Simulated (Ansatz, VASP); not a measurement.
## One calculation of As, two programs

Contents of INCAR:

```
SYSTEM = As
ALGO = Normal
EDIFF = 1E-6
ENCUT = 520
GGA = PE
ISIF = 2
ISMEAR = -1
LASPH = .TRUE.
LCHARG = .TRUE.
LELF = .TRUE.
LREAL = .FALSE.
LVHAR = .TRUE.
LWAVE = .FALSE.
NBANDS = 8
NELM = 60
PREC = Accurate
SIGMA = 0.05
```

File KPOINTS:

```
k-points
0
G
  15 15 15
  0 0 0
```

Contents of POSCAR:

```
As
1.0
    0.0000000000      1.8731765560      1.8731765560
    1.8731765560      0.0000000000      1.8731765560
    1.8731765560      1.8731765560      0.0000000000
As
1
Direct
    0.0000000000      0.0000000000      0.0000000000
```

Input for Ansatz:

```yaml
crystal:
  lattice:
    - [0.0, 1.873176556, 1.873176556]
    - [1.873176556, 0.0, 1.873176556]
    - [1.873176556, 1.873176556, 0.0]
  atoms:
    - { symbol: As, position: [0.0, 0.0, 0.0] }
kpoints:
  mp_grid: { grid: [15, 15, 15] }
scf:
  occupations: { method: fermi_dirac, width: 0.05 }
hamiltonian:
  xc: pbe
  pseudopotentials: { kind: all_electron, lapw: { basis_error: 0.001 } }
output:
  forces: true
  stress: true
  eigenvalues: true
  populations: true
```

Change from the starting cell: volume scaled by 0.68, LAPW.

Alike in both runs: task single point; functional PBE; k mesh 15 × 15 × 15; occupations fermi-dirac, width 0.05 eV; no spin polarisation.

|  | VASP | Ansatz |
| --- | --- | --- |
| version | VASP 6.6.1 | Ansatz 0.2.0 |
| potentials or method | VASP PAW PBE potentials, release 64 (As) | all-electron LAPW, scalar-relativistic |
| plane-wave cutoff (eV) | 520 | see its input |

|  | VASP | Ansatz | Ansatz less VASP |
| --- | --- | --- | --- |
| pressure (GPa) | 70.8 | 69.4 | -1.39 |

Ansatz ran all-electron here, so the differences hold the error of VASP's frozen core and of both bases.

Caveats: the cell as given lies far from equilibrium; so large a pressure means that the cell lies far from this level's equilibrium, or that cutoff or potentials fall short (VASP).
